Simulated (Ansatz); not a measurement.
**ZnO: Zn on an O site**

Aim: make a Zn on an O site in a supercell of 48 atoms of ZnO, relax it, in the charges 0, -1, -2, and find its formation energy, moment and surroundings.

Computed with Ansatz 0.2.0 (DFT PBE, scalar-relativistic, plane waves, PAW, unless a step's input says otherwise).

2 further runs of the same task are left out: 2 set aside as unsound or not needed.

### 1 Starting point

Symmetry: P6_3mc, No. 186, hexagonal system. Conventional cell: a = 3.279 Å, b = 3.279 Å, c = 5.293 Å, α = 90.00°, β = 90.00°, γ = 120.00°. Around Zn (site symmetry 3m) lie 4 O at 2.00 to 2.01 Å. O (site symmetry 3m) is surrounded by 4 Zn at 2.00 to 2.01 Å.

Structure file:

```
CELL_PARAMETERS angstrom
3.27939 0.00000 0.00000
-1.63970 2.84004 0.00000
0.00000 0.00000 5.29323
ATOMIC_POSITIONS crystal
Zn 0.66667 0.33333 0.50060
Zn 0.33333 0.66667 0.00060
O 0.66667 0.33333 0.87971
O 0.33333 0.66667 0.37971
```

It goes back to an entry of the Materials Project.

It is the result of an earlier relaxation at this level (volume 12.32 Å³/atom; gap on the mesh: 0.74 eV).

The host's static dielectric tensor, from an earlier linear-response run, has a mean of 10.90.

The perfect supercell (rows 0 2 1; -2 -2 1; 2 0 1 in vectors of this cell) was computed beforehand with the same settings: E(σ→0) = -93284.3332 eV for 48 atoms, gap 1.98 eV on its own mesh.

### 2 Making the defect

The atom at (0.460, 0.793, 0.627) of the supercell is replaced. The other atoms start on their ideal sites. Its neighbours are 3 Zn at 2.00 Å, 1 Zn at 2.01 Å.

### 3 Charge state 0

The input, input.yaml:

```yaml
crystal:
  lattice:
    - [-3.2793907958, 5.6800714764, 5.2932332175]
    - [-3.2793907959, -5.6800714763, 5.2932332175]
    - [6.5587815918, -1.0e-10, 5.2932332175]
  atoms:
    - { symbol: Zn, position: [0.3335348034, 0.6668681368, 0.5002014701] }
    - { symbol: Zn, position: [0.6668681368, 0.5002014701, 0.3335348034] }
    - { symbol: Zn, position: [0.0002014701, 0.8335348034, 0.6668681368] }
    - { symbol: Zn, position: [0.1668681368, 0.5002014701, 0.8335348034] }
    - { symbol: Zn, position: [0.5002014701, 0.8335348034, 0.1668681368] }
    - { symbol: Zn, position: [0.1668681368, 0.0002014701, 0.3335348034] }
    - { symbol: Zn, position: [0.5002014701, 0.3335348034, 0.6668681368] }
    - { symbol: Zn, position: [0.8335348034, 0.6668681368, 0.0002014701] }
    - { symbol: Zn, position: [0.8335348034, 0.1668681368, 0.5002014701] }
    - { symbol: Zn, position: [0.3335348034, 0.1668681368, 0.0002014701] }
    - { symbol: Zn, position: [0.6668681368, 0.0002014701, 0.8335348034] }
    - { symbol: Zn, position: [0.0002014701, 0.3335348034, 0.1668681368] }
    - { symbol: Zn, position: [0.3335348034, 0.5002014701, 0.1668681368] }
    - { symbol: Zn, position: [0.6668681368, 0.3335348034, 0.0002014701] }
    - { symbol: Zn, position: [0.0002014701, 0.6668681368, 0.3335348034] }
    - { symbol: Zn, position: [0.1668681368, 0.3335348034, 0.5002014701] }
    - { symbol: Zn, position: [0.5002014701, 0.6668681368, 0.8335348034] }
    - { symbol: Zn, position: [0.1668681368, 0.8335348034, 0.0002014701] }
    - { symbol: Zn, position: [0.5002014701, 0.1668681368, 0.3335348034] }
    - { symbol: Zn, position: [0.8335348034, 0.5002014701, 0.6668681368] }
    - { symbol: Zn, position: [0.8335348034, 0.0002014701, 0.1668681368] }
    - { symbol: Zn, position: [0.3335348034, 0.0002014701, 0.6668681368] }
    - { symbol: Zn, position: [0.6668681368, 0.8335348034, 0.5002014701] }
    - { symbol: Zn, position: [0.0002014701, 0.1668681368, 0.8335348034] }
    - { symbol: Zn, position: [0.4599018632, 0.7932351966, 0.6265685299] }
    - { symbol: O, position: [0.7932351966, 0.6265685299, 0.4599018632] }
    - { symbol: O, position: [0.1265685299, 0.9599018632, 0.7932351966] }
    - { symbol: O, position: [0.2932351966, 0.6265685299, 0.9599018632] }
    - { symbol: O, position: [0.6265685299, 0.9599018632, 0.2932351966] }
    - { symbol: O, position: [0.2932351966, 0.1265685299, 0.4599018632] }
    - { symbol: O, position: [0.6265685299, 0.4599018632, 0.7932351966] }
    - { symbol: O, position: [0.9599018632, 0.7932351966, 0.1265685299] }
    - { symbol: O, position: [0.9599018632, 0.2932351966, 0.6265685299] }
    - { symbol: O, position: [0.4599018632, 0.2932351966, 0.1265685299] }
    - { symbol: O, position: [0.7932351966, 0.1265685299, 0.9599018632] }
    - { symbol: O, position: [0.1265685299, 0.4599018632, 0.2932351966] }
    - { symbol: O, position: [0.4599018632, 0.6265685299, 0.2932351966] }
    - { symbol: O, position: [0.7932351966, 0.4599018632, 0.1265685299] }
    - { symbol: O, position: [0.1265685299, 0.7932351966, 0.4599018632] }
    - { symbol: O, position: [0.2932351966, 0.4599018632, 0.6265685299] }
    - { symbol: O, position: [0.6265685299, 0.7932351966, 0.9599018632] }
    - { symbol: O, position: [0.2932351966, 0.9599018632, 0.1265685299] }
    - { symbol: O, position: [0.6265685299, 0.2932351966, 0.4599018632] }
    - { symbol: O, position: [0.9599018632, 0.6265685299, 0.7932351966] }
    - { symbol: O, position: [0.9599018632, 0.1265685299, 0.2932351966] }
    - { symbol: O, position: [0.4599018632, 0.1265685299, 0.7932351966] }
    - { symbol: O, position: [0.7932351966, 0.9599018632, 0.6265685299] }
    - { symbol: O, position: [0.1265685299, 0.2932351966, 0.9599018632] }
  host:
    lattice:
      - [3.2793907959, 0.0, 0.0]
      - [-1.6396953979, 2.8400357382, 0.0]
      - [0.0, 0.0, 5.2932332175]
    atoms:
      - { symbol: Zn, position: [0.6666666667, 0.3333333333, 0.5006044103] }
      - { symbol: Zn, position: [0.3333333333, 0.6666666667, 0.0006044103] }
      - { symbol: O, position: [0.6666666667, 0.3333333333, 0.8797055897] }
      - { symbol: O, position: [0.3333333333, 0.6666666667, 0.3797055897] }
basis:
  ecutwfc: 420
  xc_grid: 2
kpoints:
  mp_grid: { grid: [2, 2, 2], shift: [0.5, 0.5, 0.5] }
hamiltonian:
  xc: pbe
scf:
  occupations: { method: gaussian, width: 0.01 }
output:
  forces: true
  stress: false
  eigenvalues: true
  charged_corrections:
    defect_position: [0.45990186, 0.7932352, 0.62656853]
    epsilon: [[10.5527, 0.0, 0.0], [0.0, 10.5527, 0.0], [0.0, 0.0, 11.5861]]
relax:
  adjacent_minimum: "off"
  f_tol: 0.025
  max_steps: 45
```

Command:

```
$ ansatz run input.yaml --threads 4 --pin off --max-ram 10240MiB --backend cpu --events-out ev --progress --plain --runs-dir out
```

Further runs follow: relaxing the defect, charge -1; relaxing the defect, charge -2.

Q: Predict the outcome of this session. Wanted: formation energy, neutral; nearest atoms after relaxation, one image of each, neutral.

The runs gave:

| quantity | value |
| --- | --- |
| formation energy, neutral | 6.40 eV |
| nearest atoms after relaxation, one image of each, neutral | 1 Zn at 2.47 Å, 3 Zn at 2.48 Å |
| level (0/-1) above the valence top | 2.45 eV (outside the gap) |
| level (-1/-2) above the valence top | 2.82 eV (outside the gap) |

What this shows: The neutral defect costs 6.40 eV against the elements. Spin polarisation was off in the neutral run, so a moment could not show there. Among the charges computed the stable one is 0 at the valence top and stays so across the gap of 0.74 eV. In charges -1 and -2 the extra carrier would gain by moving to a band edge of the host at this level and cell size; a small cell and a semilocal functional both favour that, so a real bound level isn't ruled out. The alignment term, up to 0.78 eV here, is marked as doubtful by the program in a cell of this size. Levels are placed in the host's Kohn-Sham gap, which is usually too small at this level and squeezes them. With 48 host sites the defect feels its images, so energies are good to tenths of an eV at best. A distortion of lower symmetry was not tried. Some metallic runs here have no spin polarisation while others do, so their energies compare only roughly.
